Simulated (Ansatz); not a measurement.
# Fe (P6_3/mmc) in Ansatz: notebook, part 2 of 2

Ansatz 0.2.0.

**4. Relaxation of cell and atoms, PBEsol, collinear spin, ferromagnetic start**

File input.yaml:

```yaml
crystal:
  lattice:
    - [2.4341575853, 0.0, 0.0]
    - [-1.2170787927, 2.1080423057, 0.0]
    - [0.0, 0.0, 3.84193447]
  atoms:
    - { symbol: Fe, position: [0.6666666667, 0.3333333333, 0.75], spin: 3.0 }
    - { symbol: Fe, position: [0.3333333333, 0.6666666667, 0.25], spin: 3.0 }
hamiltonian:
  xc: pbesol
  pseudopotentials: { kind: paw }
magnetization:
  spin_polarized: true
kpoints:
  mp_grid: { grid: [12, 12, 7] }
scf:
  occupations: { method: fermi_dirac, width: 0.05 }
output:
  forces: true
  stress: true
  eigenvalues: true
  write_density: true
  write_potential: true
  elf: true
  volumetric_format: npy
relax:
  f_tol: 0.01
  max_steps: 40
  cell: { stress_tol: 0.05 }
```

Potentials or basis: Ansatz PAW.

The run is started by

```bash
ansatz run input.yaml --threads 2 --pin off --max-ram 5632MiB --backend cpu --events-out ev --progress --plain --runs-dir out
```

What it wrote:

```text
Warning: RAYON_NUM_THREADS=2 ignored (pool sized by the plan → 2); use --threads N
Engine: ansatz 0.2.0, aarch64-unknown-linux-gnu
Pseudopotentials: kind: paw
Pseudopotential: Fe, paw, valence charge 16, recommended cutoff 420 eV (normal), Fe.paw.azcp
Functional definition: PBEsol
  exchange = pbesol_x
  correlation = pbesol_c
Crystal: 2 atoms, lattice volume = 19.714 Å³
Basis set: ecut = 420 eV, 391 PW (Γ), exchange–correlation on 36×36×54 points (8 copies of the dense FFT grid, shifted against one another)
Bands: 23, of which v1, the nominal top of the filled ones, is band 16 counted from 1 (15 counted from 0)
Symmetry: 24 space group operations
Space group: P63/mmc (ITA 194), of the structure as read, at distance tolerance 2.7e-5 Å
Magnetic group: BNS 194.263 (UNI 1493), of the structure as read, at distance tolerance 2.7e-5 Å
k-points: 76 of 1008
Non-local potential: Fe, projectors of the file, l = 0: 3, l = 1: 2, l = 2: 3, l = 3: 1
PAW form: soft (Blöchl's): semilocal exchange-correlation on the pseudo side does not see the compensation charge
PAW frozen core: Fe, regenerated for the run's functional, and the local potential with it (the file was generated under x = pbe(κ = 0.804, μ = 0.2195149727645171), c = pbe(β = 0.06672455060314922))
PAW one-centre angular grid: Fe, 590 points (default); XC on 64 Gauss nodes
Initial density: superposition of atomic densities (chi_scale 0.1, normalization cell)
Starting moments: Σ|m| = 6 μB on 2 of 2 sites
Initial wavefunctions: pseudopotential atomic-orbital guess
Functional: x = pbesol(κ = 0.804, μ = 0.12345679012345678), c = pbesol(β = 0.046)
SCF iter   1: F=—  HF=-8896.170850 eV  |F-HF|=—  |Δ(HF+E_count)|=         —  Δρ=1.21e-1 (↑1.21e-1 ↓6.54e-2)  dr2=3.67e0  dr2_m=3.93e-1  M=4.683 μB ∫|m|=4.746 μB  β_m=0.30  ethr=3.10e-3  ⟨swp⟩=5.1  Hψ=13265  notcnv=0
Mixer restart at iter 1: flushing history
preconditioner: auto → none  [metal: Δε(μ)=0.001 eV  Ē_g=10.109 eV  σ=0.050 eV  W_gap=0.00  n_scr=2 (ndim 8)  ℏωp=33.5 eV  f_vac=0.000  D(μ)=3.78/eV (n_scr^D=66)  sad-step TF]
SCF iter   2: F=—  HF=-8895.160414 eV  |F-HF|=—  |Δ(HF+E_count)|=    1.01e0  Δρ=4.40e-2 (↑4.40e-2 ↓2.97e-2)  dr2=4.78e-1  dr2_m=1.04e-1  M=4.790 μB ∫|m|=4.854 μB  β_m=0.38  ethr=3.10e-3  ⟨swp⟩=3.3  Hψ=7012  notcnv=0  defer=225
SCF iter   3: F=—  HF=-8895.942531 eV  |F-HF|=—  |Δ(HF+E_count)|=   7.82e-1  Δρ=1.78e-2 (↑1.44e-2 ↓1.78e-2)  dr2=8.36e-3  dr2_m=4.19e-2  M=4.698 μB ∫|m|=4.771 μB  β_m=0.60  ethr=1.49e-3  ⟨swp⟩=2.2  Hψ=4666  notcnv=0  defer=224
SCF iter   4: F=—  HF=-8900.371393 eV  |F-HF|=—  |Δ(HF+E_count)|=         —  Δρ=3.37e-1 (↑3.37e-1 ↓2.81e-1)  dr2=4.26e-1  dr2_m=1.72e1  M=0.182 μB ∫|m|=0.336 μB  β_m=1.00  ethr=2.61e-5  ⟨swp⟩=3.3  Hψ=8416  notcnv=0  defer=226
Mixer restart at iter 4: flushing history
SCF iter   5: F=—  HF=-8898.930914 eV  |F-HF|=—  |Δ(HF+E_count)|=    1.44e0  Δρ=1.00e-1 (↑8.12e-2 ↓1.00e-1)  dr2=3.91e0  dr2_m=1.74e-2  M=0.164 μB ∫|m|=0.203 μB  β_m=0.60  ethr=1.56e-4  ⟨swp⟩=3.9  Hψ=9948  notcnv=0  defer=126
SCF iter   6: F=—  HF=-8899.564506 eV  |F-HF|=—  |Δ(HF+E_count)|=   6.34e-1  Δρ=1.18e-1 (↑1.18e-1 ↓9.05e-2)  dr2=4.99e0  dr2_m=3.70e-2  M=0.034 μB ∫|m|=0.065 μB  β_m=0.40  ethr=1.56e-4  ⟨swp⟩=4.2  Hψ=11813  notcnv=0  defer=74
SCF iter   7: F=—  HF=-8897.787572 eV  |F-HF|=—  |Δ(HF+E_count)|=    1.78e0  Δρ=2.22e-2 (↑2.22e-2 ↓2.85e-3)  dr2=5.70e-2  dr2_m=2.05e-2  M=0.059 μB ∫|m|=0.083 μB  β_m=0.72  ethr=1.56e-4  ⟨swp⟩=4.1  Hψ=9877  notcnv=0  defer=79
SCF iter   8: F=—  HF=-8897.772719 eV  |F-HF|=—  |Δ(HF+E_count)|=   1.49e-2  Δρ=1.24e-2 (↑1.24e-2 ↓5.65e-3)  dr2=4.65e-3  dr2_m=1.34e-2  M=-0.055 μB ∫|m|=0.074 μB  β_m=0.57  ethr=1.56e-4  ⟨swp⟩=3.4  Hψ=8036  notcnv=0  defer=77
SCF iter   9: F=—  HF=-8897.763726 eV  |F-HF|=—  |Δ(HF+E_count)|=   8.99e-3  Δρ=2.42e-3 (↑2.42e-3 ↓1.57e-3)  dr2=1.30e-4  dr2_m=6.39e-4  M=-0.013 μB ∫|m|=0.017 μB  β_m=0.79  ethr=1.45e-5  ⟨swp⟩=2.7  Hψ=6914  notcnv=0  defer=77
[... 47 lines left out ...]
SCF iter   7: F=—  HF=-8897.763841 eV  |F-HF|=—  |Δ(HF+E_count)|=  6.55e-11  Δρ=4.44e-8 (↑3.75e-8 ↓4.44e-8)  dr2=8.97e-13  dr2_m=2.39e-15  M=-0.000 μB ∫|m|=0.000 μB  β_m=0.96  ethr=1.00e-12  ⟨swp⟩=1.1  Hψ=3550  notcnv=0
SCF iter   8: F=-8897.763841 eV  HF=-8897.763841 eV  |F-HF|=0.00e0  |Δ(HF+E_count)|=  1.82e-12  Δρ=4.35e-8 (↑4.35e-8 ↓4.29e-8)  dr2=9.42e-13  dr2_m=1.48e-17  M=-0.000 μB ∫|m|=0.000 μB  ethr=1.00e-12  ⟨swp⟩=4.0  Hψ=13811  notcnv=0
the starting moments were not kept: the SCF closed with an absolute magnetisation of 7.1e-9 μB, where they sum to 6 μB in size (2 sites). That is at most 0.1 of that sum. Measured as dr2_m measures the in/out step, that magnetisation stands 4.5e-17 eV from none, at or under the dr2_threshold of 2.0e-11 eV: it is no larger than a step whose dr2_m would equal this threshold.
SCF 4 converged in 8 iterations: F = -8897.763841 eV  dr2 = 9.42e-13
relax step   4: F+E_penalty+E_count = -8897.76384063 eV  Δ(F+E_penalty+E_count) = +6.816e-5 eV  max|allowed force component| = 1.850e-17 eV/Å  Δτ_max = 0.0000 Å  P = +0.001 GPa  Ω = 19.623 Å³  stress off target by 5.53e-3 GPa  SCF on the basis re-selected at this cell (its energy is not comparable with the rows above)  (8 SCF iters)
basis re-selected at this cell: Δ(F+E_penalty+E_count) = +6.816e-5 eV, ΔP = -0.009 GPa vs the last step (what re-selecting the basis moved, of the pressure what is left beyond the Pulay correction that the steps carried, after the strain that the cell walked since its last selection, with what the two solves' SCF thresholds leave and, on support functions, any second-order correction that the steps lacked; it is no measure of the basis error at this ecutwfc). This SCF's stress stands 5.53e-3 GPa from its target on what of the cell is left free (relax.cell.stress_tol is 5.00e-2 GPa) and its largest allowed force component is 1.85e-17 eV/Å (relax.f_tol is 1.00e-2 eV/Å): within both
SCF converged after 8 iterations
Magnetization: -0.0000 μB (16.0000 up, 16.0000 down)
Absolute magnetization: 0.0000 μB (∫|ρ↑−ρ↓|, with the PAW one-centre terms)
Spin contamination: 0.0000 ħ² per cell (⟨S²⟩ above its minimum at these occupations)
Per-site moments (μB) at R_I (Å): [(-3.2452855809090382e-9, 0.9814576933811144), (-3.2452853533548885e-9, 0.9814576933811144)]
Free energy (F): -8897.763841 eV
Harris-Foulkes:  -8897.763841 eV  (|F-HF|=0.00e0)
Internal energy: -8897.744531 eV  (E = F + TS)
E sigma→0 (E₀):  -8897.754186 eV
Entropy (-TS):   -0.019310 eV (-9.655 meV/atom)
Fermi energy:    21.926059 eV
--- Per-component energies (eV) ---
  E_band       = -326.948302
  E_kinetic    = 713.817922
  E_local      = -3755.981805  (includes V_loc(G=0)·N_el)
  E_nonlocal   = 428.042711
  E_hartree    = 1591.200729
  E_xc         = -238.740400
  E_vxc        = -308.874895  (∫ρ·V_xc dr)
  E_paw        = -2663.940034  (= ΣΔE_a)
  E_vpaw       = -586.355442  (= ΣTr[D̂ρ^β])
  E_aug_tail   = 0.001827  (compensation charges beyond the density's cutoff)
  E_ewald      = -4972.503883
  E_core_change = 0.358403  (= ΣΔE_core)
  E_smearing   = -0.019310  (= −TS)
  E_closure    = 0.000000  (closes the sum)
  Σ components = -8897.763841   (vs F -8897.763841, Δ=0.00e0)
--- Forces (eV/Å), atoms counted from 1 ---
  atom   1  Fe    -0.00000000    -0.00000000     0.00000000
  atom   2  Fe     0.00000000     0.00000000    -0.00000000
  max |Σ_I F_I| component: 9.25e-18 eV/Å
--- Stress (GPa, compression-positive) ---
       -0.001636      -0.000000       0.000000
       -0.000000      -0.001636      -0.000000
        0.000000      -0.000000       0.005531
  P = ⅓ Tr σ = 0.0008 GPa (0.008 kbar)
--- Band table (eV; the first three rows and the last of 152) ---
  k-point 0 ↑: bands = ["-65.1235", "-64.9641", "-31.6373", "-31.0106", "-31.0106", "-30.9006", "-30.9006", "-30.8861", "12.6078", "16.6531", "20.1347", "20.1347", "20.2606", "20.6340", "20.6340", "21.0171", "21.0171", "22.3074", "22.6774", "22.6774", "30.9796", "43.4868", "47.1268"]
  k-point 1 ↑: bands = ["-65.1157", "-64.9720", "-31.6012", "-31.0052", "-31.0052", "-30.9245", "-30.9061", "-30.9061", "12.8442", "16.6221", "20.0458", "20.0458", "20.1733", "20.5411", "20.5411", "21.2193", "21.2193", "21.6230", "22.6731", "22.6731", "32.0651", "43.3261", "46.6123"]
  k-point 2 ↑: bands = ["-65.0936", "-64.9942", "-31.4996", "-31.0314", "-30.9899", "-30.9899", "-30.9214", "-30.9214", "13.5249", "16.3885", "19.9440", "19.9440", "19.9496", "20.3243", "20.3243", "20.4134", "21.6365", "21.6365", "22.6101", "22.6101", "34.5864", "42.7726", "45.2411"]
  k-point 75 ↓: bands = ["-64.9504", "-64.9504", "-31.4631", "-31.4631", "-31.3189", "-31.2656", "-31.0154", "-31.0154", "18.2536", "18.3361", "18.3361", "18.4512", "19.5309", "19.5309", "21.0424", "21.3341", "22.7031", "22.7031", "29.0914", "29.0914", "30.2450", "31.6189", "33.8309"]
--- Relaxed structure (3 steps of the walk, 3 accepted, 1 SCFs on fresh bases) ---
  F+E_penalty+E_count = -8897.76384063 eV   max|allowed force component| = 1.850e-17 eV/Å   (the final SCF, on the basis selected at the relaxed cell)
  cell:  # Å, volume = 19.6231 Å³
    - [2.427409540303018, 2.8787509410248194e-11, -3.615391096922025e-36]
    - [-1.2137047701764394, 2.1021983272767253, -3.927008912153668e-34]
    - [3.59498510562717e-34, -7.3040967225440905e-34, 3.8454761831538335]
  atoms:
    - { symbol: Fe, position: [0.6666666666666665, 0.33333333333333337, 0.75] }
    - { symbol: Fe, position: [0.33333333333333326, 0.6666666666666667, 0.24999999999999997] }
```

v_z.tsv:

```text
# z_ang	v_es[eV]	v_tot_up[eV]	v_tot_dn[eV]
# format = ansatz-planar-average/11
# xc	pbesol
# density_cutoff_ev	1680
# datasets	Fe=:simpson_from_first_knot:soft:shift=-844433
# lattice	2.427409540	0.000000000	-0.000000000
# lattice	-1.213704770	2.102198327	-0.000000000
# lattice	0.000000000	-0.000000000	3.845476183
# sites	2
# site	26	1.213704770	0.700732776	2.884107137
# site	26	-0.000000000	1.401465552	0.961369046
0.000000	1.951402e1	7.684331e0	7.684331e0
0.142425	1.831400e1	6.290424e0	6.290424e0
0.284850	1.515182e1	2.533099e0	2.533099e0
0.427275	1.097107e1	-2.551464e0	-2.551464e0
0.569700	6.825724e0	-7.702376e0	-7.702376e0
0.712125	3.543541e0	-1.188081e1	-1.188081e1
[... 19 lines left out ...]
3.560626	1.515182e1	2.533099e0	2.533099e0
3.703051	1.831400e1	6.290424e0	6.290424e0
```

Wall time 15 s (2 threads of Arm Neoverse V1, shared host); peak memory 0.34 GiB.

Results:

- Free energy: -8897.7638 eV
- Relaxed volume: 9.81 Å³/atom
- Relaxed cell: a = 2.427 Å, b = 2.427 Å, c = 3.845 Å, α = 90.00°, β = 90.00°, γ = 120.00°
- Space group after relaxing (to 0.05 Å): P6_3/mmc (No. 194)
- Energy gained by relaxing: 0.3 meV/atom
- Ionic steps: 4
- Pressure after relaxing: 0.0 GPa
- Band gap on the k mesh: none (metal or under the smearing width)
- Net moment: 0.00 μB per cell
- Absolute moment: 0.00 μB per cell

Step by step:
```tsv
step	energy change (eV)	largest force (eV/Å)	volume (Å³)
1	0.0000	0.0000	19.71
2	-0.0006	0.0000	19.66
3	-0.0008	0.0000	19.62
4	-0.0007	0.0000	19.62
```

Final structure:
```xyz
2
Lattice="2.4274 0.0000 0.0000 -1.2137 2.1022 0.0000 0.0000 0.0000 3.8455" Properties=species:S:1:pos:R:3 pbc="T T T"
Fe    1.2137    0.7007    2.8841
Fe    0.0000    1.4015    0.9614
```

Caveat: the starting moments collapsed, and a magnetic state may lie lower; the plane-wave basis is chosen anew once the cell has moved, so the energies of steps on either side of that aren't comparable; the PAW data sets come from PBE, with cores solved anew for the run's functional, which leaves a small shift of forces and pressure; the starting moments weren't kept.

**5. Relaxation of cell and atoms, PBEsol, collinear spin, ferromagnetic start, target pressure 2 GPa, at which the enthalpy is minimised**

Changes to input.yaml since step 4:

```diff
@@ -28,2 +28,2 @@
   max_steps: 40
-  cell: { stress_tol: 0.05 }
+  cell: { stress_tol: 0.05, p_target: 2.0 }
```

The run is started by

```bash
ansatz run input.yaml --threads 2 --pin off --max-ram 5632MiB --backend cpu --events-out ev --progress --plain --runs-dir out
```

Run time: 15 s. Hardware: 2 threads of Arm Neoverse V1, shared host; peak memory 0.34 GiB.

The run converged. Its results:

```yaml
Free_energy: -8897.7631 eV
Relaxed_volume: 9.75 Å³/atom
Relaxed_cell: a = 2.422 Å, b = 2.422 Å, c = 3.838 Å, α = 90.00°, β = 90.00°, γ = 120.00°
Space_group_after_relaxing_to_0.05_Å: P6_3/mmc (No. 194)
Energy_change_on_relaxing_the_enthalpy_is_what_falls: +0.0 meV/atom
Ionic_steps: 4
Pressure_after_relaxing: 2.0 GPa
Band_gap_on_the_k_mesh: none (metal or under the smearing width)
Net_moment: 0.00 μB per cell
Absolute_moment: 0.00 μB per cell
```

Final structure:
```
CELL_PARAMETERS angstrom
2.42229 0.00000 0.00000
-1.21115 2.09777 0.00000
0.00000 0.00000 3.83813
ATOMIC_POSITIONS crystal
Fe 0.66667 0.33333 0.75000
Fe 0.33333 0.66667 0.25000
```

Levels at points of the mesh, in eV from the Fermi level:
Spin up:
| k point | band 12 | band 13 | band 14 | band 15 | band 16 | band 17 | band 18 | band 19 | band 20 | band 21 |
| --- | --- | --- | --- | --- | --- | --- | --- | --- | --- | --- |
| (0.00, 0.00, 0.00) | -1.81 | -1.68 | -1.30 | -1.30 | -0.92 | -0.92 | 0.38 | 0.76 | 0.76 | 9.12 |
| (0.00, -0.50, 0.00) | -2.24 | -2.12 | -1.68 | -1.18 | 0.88 | 1.12 | 1.16 | 2.81 | 5.03 | 11.54 |
Spin down:
```csv
k point,band 14,band 15,band 16,band 17,band 18,band 19
"(0.00, 0.00, 0.00)",-1.30,-1.30,-0.92,-0.92,0.38,0.76
"(0.00, -0.50, 0.00)",-1.68,-1.18,0.88,1.12,1.16,2.81
```

Caveat: the starting moments collapsed, and a magnetic state may lie lower; the plane-wave basis is chosen anew once the cell has moved, so the energies of steps on either side of that aren't comparable; the PAW data sets come from PBE, with cores solved anew for the run's functional, which leaves a small shift of forces and pressure; the starting moments weren't kept.
